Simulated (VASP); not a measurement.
# Pt: single point with PBE

Pt, a slab with vacuum:

```
Pt
1.0
     5.54937    0.00000    0.00000
     2.77469    4.80590    0.00000
     0.00000    0.00000   24.79657
Pt
16
Direct
  0.00000 0.00000 0.36295
  0.50000 0.00000 0.36295
  0.00000 0.50000 0.36295
  0.50000 0.50000 0.36295
  0.16667 0.16667 0.45432
  0.66667 0.16667 0.45432
  0.16667 0.66667 0.45432
  0.66667 0.66667 0.45432
  0.83333 0.33333 0.54708
  0.33333 0.33333 0.54708
  0.83333 0.83333 0.54708
  0.33333 0.83333 0.54708
  0.00000 0.00000 0.64102
  0.50000 0.00000 0.64102
  0.00000 0.50000 0.64102
  0.50000 0.50000 0.64102
```

The cell was built by a generator and needn't be a form met in nature.

| Quantity | Value |
| --- | --- |
| Program | VASP 6.6.1 |
| Task | single point |
| Functional | PBE |
| Potentials or basis | VASP PAW PBE potentials, release 64 (Pt) |
| Cutoff | 520 eV |
| k mesh | 6 × 6 × 1 |
| Occupations | gaussian, width 0.1 eV |
| Spin | no spin polarisation |
| Dipole correction | yes |
| Further INCAR settings | LREAL = Auto; ALGO = Fast; EDIFF = 1e-06; NBANDS = 94 |

```yaml
Largest_force: 0.415 eV/Å
Band_gap_on_the_k_mesh: none (metal or under the smearing width)
```

Forces on the atoms (eV/Å):
```
Pt   0.000  0.000 -0.399
Pt   0.000  0.000 -0.399
Pt   0.000  0.000 -0.399
Pt   0.000  0.000 -0.399
Pt   0.000  0.000  0.415
Pt   0.000  0.000  0.415
Pt   0.000  0.000  0.415
Pt   0.000  0.000  0.415
Pt   0.000  0.000  0.000
Pt   0.000  0.000  0.000
Pt   0.000  0.000  0.000
Pt   0.000  0.000  0.000
Pt   0.000  0.000 -0.016
Pt   0.000  0.000 -0.016
Pt   0.000  0.000 -0.016
Pt   0.000  0.000 -0.016
```

Levels at points of the mesh, in eV from the Fermi level:
| k point | band 77 | band 78 | band 79 | band 80 | band 81 | band 82 |
| --- | --- | --- | --- | --- | --- | --- |
| (0.00, 0.00, 0.00) | 0.32 | 0.32 | 0.59 | 0.59 | 0.59 | 0.62 |
| (0.50, 0.00, 0.00) | -0.32 | -0.32 | 0.05 | 0.05 | 0.07 | 0.07 |

Run time: 19 min on 1 thread of Intel(R) Xeon(R) Platinum 8559C (Emerald Rapids) (shared host), peak memory 0.83 GiB.

The run has no spin-orbit coupling, so splittings on Pt are missing.
